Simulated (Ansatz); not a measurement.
**O started on top of a surface atom at the face of a (001) slab of diamond Si, 14.9 Å thick as cut, bare faces**

Aim: relax the faces, then place the frontier levels against the vacuum by PBEsol, HSE06 and r²SCAN.

Method: density functional theory in Ansatz 0.2.0, PAW datasets, plane waves.

### 1 The system as built

49 atoms (48 Si, 1 O); a = 7.683 Å, b = 7.683 Å, c = 28.940 Å, α = 90.00°, β = 90.00°, γ = 90.00°. All atoms were shaken off their sites by about 0.02 Å along each axis; atoms next to an added one may be pushed further to make room. Defect site 1: (0.500, 0.342, 0.830).

The runs, in order: (2) PBEsol relaxation at a 3×3×1 mesh, on 1 × NVIDIA GB200 with 8 threads of Arm Neoverse-V2; (3) HSE06 single point at a 2×2×1 mesh, on 1 × NVIDIA GB200 with 8 threads of Arm Neoverse-V2; (4) r²SCAN single point at a 2×2×1 mesh, on 1 × NVIDIA GB200 with 8 threads of Arm Neoverse-V2.

### 2 PBEsol relaxation in the fixed cell

in.yaml

```yaml
crystal:
  lattice:
    - [5.432790, 5.432790, 0.000000]
    - [-5.432790, 5.432790, 0.000000]
    - [0.000000, 0.000000, 28.940171]
  atoms:
    - { symbol: Si, position: [0.997117, 0.094015, 0.231078] }
    - { symbol: Si, position: [0.998778, 0.995534, 0.428830] }
    - { symbol: Si, position: [0.998264, 0.999486, 0.616971] }
    - { symbol: Si, position: [0.495802, 0.409396, 0.252118] }
    - { symbol: Si, position: [0.502808, 0.505210, 0.429980] }
    - { symbol: Si, position: [0.497481, 0.500466, 0.616618] }
    - { symbol: Si, position: [0.248375, 0.998136, 0.288305] }
    - { symbol: Si, position: [0.252048, 0.994233, 0.476804] }
    - { symbol: Si, position: [0.247381, 0.001757, 0.663075] }
    - { symbol: Si, position: [0.750521, 0.498046, 0.289549] }
    - { symbol: Si, position: [0.744865, 0.502703, 0.475388] }
    - { symbol: Si, position: [0.751745, 0.498590, 0.664118] }
    - { symbol: Si, position: [0.999576, 0.408995, 0.252743] }
    - { symbol: Si, position: [0.999596, 0.504068, 0.429029] }
    - { symbol: Si, position: [0.006229, 0.501614, 0.617251] }
    - { symbol: Si, position: [0.498228, 0.094263, 0.232292] }
    - { symbol: Si, position: [0.499859, 0.997524, 0.429846] }
    - { symbol: Si, position: [0.501806, 0.003937, 0.617507] }
    - { symbol: Si, position: [0.246078, 0.501616, 0.288875] }
    - { symbol: Si, position: [0.254194, 0.501227, 0.476613] }
    - { symbol: Si, position: [0.251132, 0.500330, 0.663932] }
    - { symbol: Si, position: [0.754382, 0.997007, 0.287201] }
    - { symbol: Si, position: [0.754335, 0.998317, 0.475973] }
    - { symbol: Si, position: [0.748261, 0.996738, 0.663776] }
    - { symbol: Si, position: [0.249262, 0.746972, 0.335294] }
    - { symbol: Si, position: [0.250254, 0.752308, 0.523078] }
    - { symbol: Si, position: [0.248969, 0.748754, 0.710758] }
    - { symbol: Si, position: [0.754894, 0.248088, 0.336445] }
    - { symbol: Si, position: [0.753240, 0.253277, 0.523989] }
    - { symbol: Si, position: [0.754566, 0.250481, 0.711211] }
    - { symbol: Si, position: [0.998664, 0.252897, 0.382077] }
    - { symbol: Si, position: [0.998103, 0.249415, 0.570822] }
    - { symbol: Si, position: [0.999324, 0.160338, 0.768792] }
    - { symbol: Si, position: [0.502457, 0.749057, 0.382441] }
    - { symbol: Si, position: [0.500009, 0.744878, 0.569679] }
    - { symbol: Si, position: [0.502374, 0.653542, 0.747735] }
    - { symbol: Si, position: [0.250015, 0.248871, 0.335698] }
    - { symbol: Si, position: [0.251829, 0.246242, 0.524168] }
    - { symbol: Si, position: [0.249595, 0.252056, 0.712163] }
    - { symbol: Si, position: [0.745059, 0.746845, 0.334945] }
    - { symbol: Si, position: [0.749082, 0.747131, 0.524130] }
    - { symbol: Si, position: [0.750873, 0.747351, 0.711462] }
    - { symbol: Si, position: [0.998854, 0.748605, 0.382776] }
    - { symbol: Si, position: [0.999712, 0.746992, 0.570156] }
    - { symbol: Si, position: [0.000232, 0.840797, 0.747816] }
    - { symbol: Si, position: [0.501494, 0.249717, 0.383202] }
    - { symbol: Si, position: [0.495571, 0.244688, 0.570542] }
    - { symbol: Si, position: [0.502411, 0.337332, 0.768594] }
    - { symbol: O, position: [0.495144, 0.342571, 0.828711] }
kpoints:
  mp_grid: { grid: [3, 3, 1] }
hamiltonian:
  xc: pbesol
scf:
  occupations: { method: fermi_dirac, width: 0.01 }
relax:
  f_tol: 0.03
  max_steps: 80
  escape_saddle: false
  adjacent_minimum: "off"
output:
  forces: true
  eigenvalues: true
  populations: true
```

Started as:

```
ansatz run in.yaml --threads 8 --pin off --max-ram 118750MiB --runs-dir r --events-out ev --progress --plain --backend cuda --devices 0, --max-vram 170GiB
```

Further steps of the session: Single point with HSE06; Single point with r²SCAN.

**Question.** What will these runs give? Wanted: for each run, top filled to lowest empty; top filled below vacuum.

**Answer**, as computed:

| level | time | k points | top filled to lowest empty (eV) | top filled below vacuum (eV) |
| --- | --- | --- | --- | --- |
| PBEsol, relaxation | 12 s (GPU) | 3×3×1 | 0.09 | 5.68 |
| HSE06 | 26 s (GPU) | 2×2×1 | 0.30 | 6.03 |
| r²SCAN | 3.8 s (GPU) | 2×2×1 | 0.17 | 5.86 |

```
     quantity                              value
   relaxation  17 recorded steps, 3.86 eV gained
largest shift                      1.04 Å (Si33)
   mean bonds                      Si–Si 2.358 Å
```

The relaxation lowers the energy by 3.86 eV; the largest shift is 1.04 Å (Si33). At the same k points, r²SCAN gives a spacing 0.13 eV smaller than the 0.30 eV of HSE06. In a defect cell this spacing can involve defect levels, so it need not be the gap. Rows on different k points differ by sampling as well as by level. Exact exchange costs time: HSE06 ran about 6.9 times as long as r²SCAN on the same kind of device.
